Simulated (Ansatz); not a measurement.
**TiNi in Ansatz: the effect of functional**

TiNi:

```
CELL_PARAMETERS angstrom
2.77180 0.00000 0.00000
0.00000 2.77180 0.00000
0.00000 0.00000 3.62854
ATOMIC_POSITIONS crystal
Ni 0.00000 0.00000 0.00000
Ti 0.50000 0.50000 0.50000
```

The cell comes from a database or a generator and needn't be the stable form of this composition.

The cell isn't the ideal one: volume scaled by 1.04.

Alike in all runs:

```yaml
Program: Ansatz 0.2.0
Task: single point
Potentials_or_basis: Ansatz PAW
k_mesh: 10 × 10 × 8
Occupations: fermi-dirac, width 0.05 eV
Spin: collinear spin, ferromagnetic start
Starting_moments: "[1.0, 1.0] μB"
```

```csv
functional,cutoff,pressure (GPa),moment (μB)
LDA,420 eV (not typed: the program's choice for these potentials),-16.7,0.00
PBEsol,420 eV (not typed: the program's choice for these potentials),-11.5,0.00
r2SCAN,500 eV (not typed: the program's choice for these potentials),?,?
```

What does the run with functional r2SCAN give?

Pressure -8.3 GPa; moment 0.60 μB.

Caveats: the PAW data sets come from PBE, with cores solved anew for the run's functional, which leaves a small shift of forces and pressure; the starting moments weren't kept (some runs); the magnetic or orbital state may not be the lowest (some runs).
